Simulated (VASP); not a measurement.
The system is KCl (Sylvite).

```
K Cl
1.0
     0.00000    3.14647    3.14647
     3.14647    0.00000    3.14647
     3.14647    3.14647    0.00000
K Cl
1 1
Cartesian
  0.0000 0.0000 0.0000
  3.1465 3.1465 3.1465
```

- Program: VASP 6.6.1
- Task: single point
- Functional: PBE
- Potentials or basis: VASP PAW PBE potentials, release 64 (K_sv, Cl)
- Cutoff: 520 eV
- k mesh: 7 × 7 × 7
- Occupations: fermi-dirac, width 0.05 eV
- Spin: no spin polarisation

On this cell: pressure 0.8 GPa; largest force zero by symmetry; band gap on the k mesh 5.19 eV, direct.

The same run follows on a disturbed copy (atoms moved at random, drawn with an rms of 0.05 Å):

```
K Cl
1.0
     0.00000    3.14647    3.14647
     3.14647    0.00000    3.14647
     3.14647    3.14647    0.00000
K Cl
1 1
Direct
  0.98882 0.01186 0.99803
  0.48303 0.50210 0.50564
```

Question: What changes?

Answer: The energy moves by +0.8 meV/atom; pressure 0.8 GPa; largest force 0.068 eV/Å; band gap on the k mesh 5.19 eV, direct.

Forces in eV/Å, atoms in the order of the input:
```
K   -0.009  0.008 -0.066
Cl   0.009 -0.008  0.066
```

Caveats: an odd mesh through Γ misses points on the zone boundary, where band edges often lie.
